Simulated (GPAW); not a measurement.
The system is NiO.

```
CELL_PARAMETERS angstrom
2.50462 0.00000 0.00000
0.00000 2.50462 0.00000
0.00000 0.00000 2.50462
ATOMIC_POSITIONS crystal
Ni 0.00000 0.00000 0.00000
O 0.50000 0.50000 0.50000
```

Measurements of this composition are mostly on another form, of space group No. 225.

Base run:

```yaml
Program: GPAW 26.7.0
Functional: r2SCAN
Potentials_or_basis: GPAW PAW data sets (gpaw-data 1.2.1)
Cutoff: 800 eV
Basis: pw
k_mesh: 11 × 11 × 11
Occupations: fermi-dirac, width 0.05 eV
Spin: collinear spin, ferromagnetic start
Starting_moments: "[1.0, 0.0] μB"
Hubbard_terms: Ni d U = 5 eV
```

Its results: band gap on the k mesh none (metal or under the smearing width); pressure 31.2 GPa; net moment 2.00 μB per cell; site moments Ni +1.60; O +0.32 μB.

The run is repeated on the same cell with these changes: hubbard terms from Ni d U = 5 eV to none. What comes out?

Band gap on the k mesh none (metal or under the smearing width); pressure 34.0 GPa; net moment 2.00 μB per cell; site moments Ni +1.52; O +0.37 μB.

Caveats: the stock nickel data set gives pressures a few GPa off other programs; a pressure of tens of GPa on the cell as given is suspect, and the run, the potentials or the cell itself is likely at fault; the PAW data sets were made with another functional, which shifts forces and pressure a little; a cell with one magnetic atom can't hold antiferromagnetic order, which such compounds often take; semilocal functionals often make such compounds metallic where correlation or magnetic order opens a gap, which also shifts bond lengths (some runs).

Not every run made on this cell is shown here.
